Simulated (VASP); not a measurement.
# BN (P6_3/mmc) in VASP: further runs

One crystal, BN, is run at these levels: PBE+D3(BJ); tasks: single point.

All numbers are computed with VASP 6.6.1; they aren't measurements. Logs are shortened: lines on timing, memory, paths and dates and some standing lists are left out, and cuts for length are marked.

### Step 1. Starting point

Symmetry: P6_3/mmc, No. 194, hexagonal system. Conventional cell: a = 2.498 Å, b = 2.498 Å, c = 6.636 Å, α = 90.00°, β = 90.00°, γ = 120.00°. B (site symmetry -6m2) is surrounded by 3 N at 1.44 Å. Around N (site symmetry -6m2) lie 3 B at 1.44 Å.

### Step 2. Single point, PBE+D3(BJ)

Input file INCAR:

```
SYSTEM = BN
ALGO = Normal ; EDIFF = 1E-7
ENCUT = 600 ; GGA = PE
ISIF = 2 ; ISMEAR = 0
IVDW = 12 ; LASPH = .TRUE.
LCHARG = .FALSE. ; LREAL = .FALSE.
LWAVE = .FALSE. ; NBANDS = 16
NELM = 100 ; PREC = Accurate
SIGMA = 0.02
```

Input file KPOINTS:

```
k-points
0
G
  12 12 4
  0 0 0
```

Input file POSCAR:

```
BN
1.0
    2.4982400000      0.0000000000      0.0000000000
   -1.2491200000      2.1635393000      0.0000000000
    0.0000000000      0.0000000000      6.6357000000
B N
2 2
Direct
    0.3333333300      0.6666666700      0.2500000000
    0.6666666700      0.3333333300      0.7500000000
    0.3333333300      0.6666666700      0.7500000000
    0.6666666700      0.3333333300      0.2500000000
```

Potentials or basis: VASP PAW PBE potentials, release 64 (B, N).

Started as:

```console
cat potpaw_PBE.64/B/POTCAR potpaw_PBE.64/N/POTCAR > POTCAR
mpirun -np 1 vasp_std > vasp.out
```

OUTCAR:

```text
SYSTEM = BN
   EDIFF = 1E-7
   ENCUT = 600
   GGA = PE
   ISIF = 2
   ISMEAR = 0
   IVDW = 12
   LASPH = .TRUE.
   LREAL = .FALSE.
   NELM = 100
   PREC = Accurate
 IVDW          = 12

 ion  position               nearest neighbor table
   1  0.333  0.667  0.250-   4 1.44   4 1.44   4 1.44
   2  0.667  0.333  0.750-   3 1.44   3 1.44   3 1.44
   3  0.333  0.667  0.750-   2 1.44   2 1.44   2 1.44
   4  0.667  0.333  0.250-   1 1.44   1 1.44   1 1.44

  LATTYP: Found a hexagonal cell.
 ALAT       =     2.4982400000
 C/A-ratio  =     2.6561499296

  Lattice vectors:

 A1 = (   2.4982400000,   0.0000000000,   0.0000000000)
 A2 = (  -1.2491200000,   2.1635393000,   0.0000000000)
 A3 = (   0.0000000000,   0.0000000000,   6.6357000000)

Analysis of symmetry for initial positions (statically):
=====================================================================
 Subroutine PRICEL returns:
 Original cell was already a primitive cell.

 Routine SETGRP: Setting up the symmetry group for a
 hexagonal supercell.

 Subroutine GETGRP returns: Found 24 space group operations
 (whereof 12 operations were pure point group operations)
 out of a pool of 24 trial point group operations.

The static configuration has the point symmetry D_3d.
 The point group associated with its full space group is D_6h.

Analysis of symmetry for dynamics (positions and initial velocities):
=====================================================================
 Subroutine PRICEL returns:
 Original cell was already a primitive cell.

 Routine SETGRP: Setting up the symmetry group for a
 hexagonal supercell.

 Subroutine GETGRP returns: Found 24 space group operations
 (whereof 12 operations were pure point group operations)
 out of a pool of 24 trial point group operations.

The dynamic configuration has the point symmetry D_3d.
 The point group associated with its full space group is D_6h.

 Subroutine INISYM returns: Found 24 space group operations
 (whereof 12 operations are pure point group operations),
 and found     1 'primitive' translations

----------------------------------------------------------------------------------------

                                     Primitive cell

  volume of cell :      35.8662

  direct lattice vectors                    reciprocal lattice vectors
     2.498240000  0.000000000  0.000000000     0.400281798  0.231102805  0.000000000
    -1.249120000  2.163539300  0.000000000     0.000000000  0.462205609  0.000000000
     0.000000000  0.000000000  6.635700000     0.000000000  0.000000000  0.150700002

[... 92 lines left out ...]
   NFREE  =      0    steps in history (QN), initial steepest desc. (CG)
   ISIF   =      2    stress and relaxation
   ISYM   =      2    0-nonsym 1-usesym 2-fastsym
   POTIM  = 0.5000    time-step for ionic-motion
   TEBEG  =    0.0;   TEEND  =   0.0 temperature during run
   PSTRESS=    0.0 pullay stress
   NELECT =      16.0000    total number of electrons
   NUPDOWN=      -1.0000    fix difference up-down
   EMIN   =  10.00;   EMAX   =-10.00  energy-range for DOS
   EFERMI =   0.00;   METHOD = LEGACY
   ISMEAR =     0;   SIGMA  =   0.02  broadening in eV -4-tet -1-fermi 0-gaus
   EFERMI_NEDOS =   21; number of points for ismear=-14 and -15
   IALGO  =     38    algorithm
   IMIX   =      4    mixing-type and parameters
     AMIX     =   0.40;   BMIX     =  1.00
     AMIX_MAG =   1.60;   BMIX_MAG =  1.00
  volume/ion in A,a.u.               =       8.97        60.51
  Fermi-wavevector in a.u.,A,eV,Ry     =   1.250891  2.363842 21.289433  1.564729
  Thomas-Fermi vector in A             =   2.384864
   LORBIT       =      0    0 simple, 1 ext, 2 COOP (PROOUT), +10 PAW based schemes
   GGA     = PE    functional components
   LHFCALC =     F    Hartree Fock is set to
   AEXX    =    0.0000 exact exchange contribution
   IVDW    =    12    specifies the selected vdW correction
   LEPSILON=     F    determine dielectric tensor
   LRPA    =     F    only Hartree local field effects (RPA)
 non-spin polarized calculation
 Gauss-broadening in eV      SIGMA  =   0.02
  energy-cutoff  :      600.00
  volume of cell :       35.87
 maximum number of plane-waves:      1224
 NGX is ok and might be reduce to    20
   NGX =  9   NGY =  9   NGZ = 27

 number of electron      15.9999998 magnetization

 Free energy of the ion-electron system (eV)
  ---------------------------------------------------
  ext. energy  EPLUGINS =         0.00000000
  ---------------------------------------------------
  free energy    TOTEN  =       -35.15342204 eV

  energy without entropy =      -35.15342204  energy(sigma->0) =      -35.15342204

 E-fermi :   2.4060     XC(G=0): -10.0887

 val. band max:        2.3078973304   @ k =   0.3333   0.3333   0.5000
 cond. band min:       6.5947919005   @ k =   0.5000  -0.0000   0.0000
 fundamental gap:      4.2868945701
 Fermi energy:         2.4060220110

 k-point     1 :       0.0000    0.0000    0.0000
  band No.  band energies     occupation
      1     -15.5321      2.00000
      2     -15.2371      2.00000
      3      -3.9425      2.00000
      4      -1.8144      2.00000
      5       0.9860      2.00000
      6       0.9860      2.00000
[... 433 lines left out ...]
      3      -4.5931      2.00000
      4      -4.5352      2.00000
      5      -1.2776      2.00000
      6      -1.2343      2.00000
[... 8 lines left out ...]
     15      19.1828      0.00000
     16      20.9963      0.00000

 [... further k-points ...]

------------------------ aborting loop because EDIFF is reached ----------------------------------------

 Edisp (eV)   -0.56768

 E8    (eV) :    -0.1663

  FORCE on cell =-STRESS in cart. coord.  units (eV):
  Direction    XX          YY          ZZ          XY          YZ          ZX
  --------------------------------------------------------------------------------------
  -------------------------------------------------------------------------------------
  Total       0.79570     0.79570    -0.08038     0.00000     0.00000    -0.00000
  in kB      35.54472    35.54472    -3.59049     0.00000     0.00000    -0.00000
  external pressure =       22.50 kB  Pullay stress =        0.00 kB

 VOLUME and BASIS-vectors are now :
 -----------------------------------------------------------------------------
  energy-cutoff  :      600.00
  volume of cell :       35.87
      direct lattice vectors                 reciprocal lattice vectors
     2.498240000  0.000000000  0.000000000     0.400281798  0.231102805  0.000000000
    -1.249120000  2.163539300  0.000000000     0.000000000  0.462205609  0.000000000
     0.000000000  0.000000000  6.635700000     0.000000000  0.000000000  0.150700002

 POSITION                                       TOTAL-FORCE (eV/Angst)
 -----------------------------------------------------------------------------------
     -0.00000      1.44236      1.65892         0.000000      0.000000      0.000000
      1.24912      0.72118      4.97677        -0.000000      0.000000      0.000000
     -0.00000      1.44236      4.97677         0.000000     -0.000000      0.000000
      1.24912      0.72118      1.65892        -0.000000      0.000000      0.000000
 -----------------------------------------------------------------------------------
    total drift:                               -0.000002      0.000001      0.000000

  FREE ENERGIE OF THE ION-ELECTRON SYSTEM (eV)
  ---------------------------------------------------
  free  energy   TOTEN  =       -35.7211013011 eV

  energy  without entropy=      -35.7211013011  energy(sigma->0) =      -35.72110130
```

OSZICAR:

```text
N       E                     dE             d eps       ncg     rms          rms(c)
DAV:   1     0.568439724939E+02    0.56844E+02   -0.87297E+03  1840   0.104E+03
DAV:   2    -0.351617992029E+02   -0.92006E+02   -0.83432E+02  2528   0.247E+02
DAV:   3    -0.387383316493E+02   -0.35765E+01   -0.35611E+01  2440   0.490E+01
DAV:   4    -0.387609435599E+02   -0.22612E-01   -0.22609E-01  2224   0.403E+00
DAV:   5    -0.387611483602E+02   -0.20480E-03   -0.20480E-03  2360   0.378E-01    0.113E+01
DAV:   6    -0.355148209546E+02    0.32463E+01   -0.52006E+00  2368   0.185E+01    0.505E+00
DAV:   7    -0.352321280459E+02    0.28269E+00   -0.60433E-01  2464   0.576E+00    0.316E+00
DAV:   8    -0.351576149753E+02    0.74513E-01   -0.23869E-01  2336   0.333E+00    0.490E-01
DAV:   9    -0.351523541579E+02    0.52608E-02   -0.16536E-02  2088   0.111E+00    0.200E-01
DAV:  10    -0.351533101957E+02   -0.95604E-03   -0.14076E-03  2120   0.287E-01    0.366E-02
DAV:  11    -0.351534110896E+02   -0.10089E-03   -0.10940E-04  2248   0.878E-02    0.258E-02
DAV:  12    -0.351534217925E+02   -0.10703E-04   -0.30364E-05  2048   0.402E-02    0.299E-03
DAV:  13    -0.351534219281E+02   -0.13556E-06   -0.81189E-07  2520   0.691E-03    0.962E-04
DAV:  14    -0.351534220433E+02   -0.11518E-06   -0.16532E-07  1936   0.280E-03    0.215E-04
DAV:  15    -0.351534220436E+02   -0.33174E-09   -0.24077E-09  1312   0.421E-04
   1 F= -.35721101E+02 E0= -.35721101E+02  d E =-.288340E-14
```

stdout:

```text
POSCAR found type information on POSCAR B N
 POSCAR found :  2 types and       4 ions
 scaLAPACK will be used
 LDA part: xc-table for (Slater+PW92), standard interpolation
 POSCAR, INCAR and KPOINTS ok, starting setup
 FFT: planning ... GRIDC
 FFT: planning ... GRID_SOFT
 FFT: planning ... GRID
 WAVECAR not read
 entering main loop
```

Run time: 21 s. Hardware: 1 thread of Intel Xeon Platinum 8488C (Sapphire Rapids), shared host; peak memory 0.18 GiB.

Results:

```
Free energy                : -35.7211 eV
Pressure                   : 2.2 GPa
Band gap on the k mesh     : 4.29 eV, indirect (least direct gap 4.66 eV)
Dispersion energy per atom : -0.142 eV
```

Stress tensor (GPa, compression positive):
```
 3.55  0.00  0.00
 0.00  3.55  0.00
 0.00  0.00 -0.36
```

Levels at points of the mesh, in eV from the valence-band top:
| k point | band 5 | band 6 | band 7 | band 8 | band 9 | band 10 | band 11 | band 12 |
| --- | --- | --- | --- | --- | --- | --- | --- | --- |
| (0.00, 0.00, 0.00) | -1.32 | -1.32 | -1.29 | -1.29 | 5.27 | 10.35 | 11.61 | 11.61 |
| (0.50, 0.00, 0.00) | -4.15 | -4.09 | -1.45 | -0.43 | 4.29 | 5.66 | 9.60 | 10.03 |
| (0.00, 0.00, 0.50) | -1.30 | -1.30 | -1.30 | -1.30 | 7.65 | 7.65 | 11.67 | 11.67 |
| (0.50, 0.00, 0.50) | -4.12 | -4.12 | -0.92 | -0.92 | 4.75 | 4.75 | 9.99 | 9.99 |

### Step 3. Single point, PBE+D3(BJ)

INCAR: that of step 2 with these lines changed.

```diff
@@ -2,3 +2,3 @@
 ALGO = Normal ; EDIFF = 1E-7
-ENCUT = 600 ; GGA = PE
+ENCUT = 700 ; GGA = PE
 ISIF = 2 ; ISMEAR = 0
```

KPOINTS is that of step 2.

POSCAR is that of step 2.

Potentials or basis: VASP PAW PBE potentials, release 64 (B, N).

Started as:

```console
cat potpaw_PBE.64/B/POTCAR potpaw_PBE.64/N/POTCAR > POTCAR
mpirun -np 1 vasp_std > vasp.out
```

It took 22 s on 1 thread of Intel Xeon Platinum 8488C (Sapphire Rapids), shared host; peak memory 0.2 GiB.

Results (log left out):

```
Free energy                : -35.7302 eV
Pressure                   : 2.3 GPa
Band gap on the k mesh     : 4.29 eV, indirect (least direct gap 4.66 eV)
Dispersion energy per atom : -0.142 eV
```

Stress tensor (GPa, compression positive):
```
 3.62  0.00  0.00
 0.00  3.62  0.00
 0.00  0.00 -0.37
```

Levels at points of the mesh, in eV from the valence-band top:
```tsv
k point	band 6	band 7	band 8	band 9	band 10	band 11
(0.00, 0.00, 0.00)	-1.32	-1.29	-1.29	5.27	10.35	11.61
(0.50, 0.00, 0.00)	-4.09	-1.45	-0.43	4.29	5.66	9.60
(0.00, 0.00, 0.50)	-1.30	-1.30	-1.30	7.65	7.65	11.67
(0.50, 0.00, 0.50)	-4.12	-0.92	-0.92	4.75	4.75	9.99
```

A k mesh can miss the band edges. PBE gaps usually lie below the measured ones, often by a third to a half.
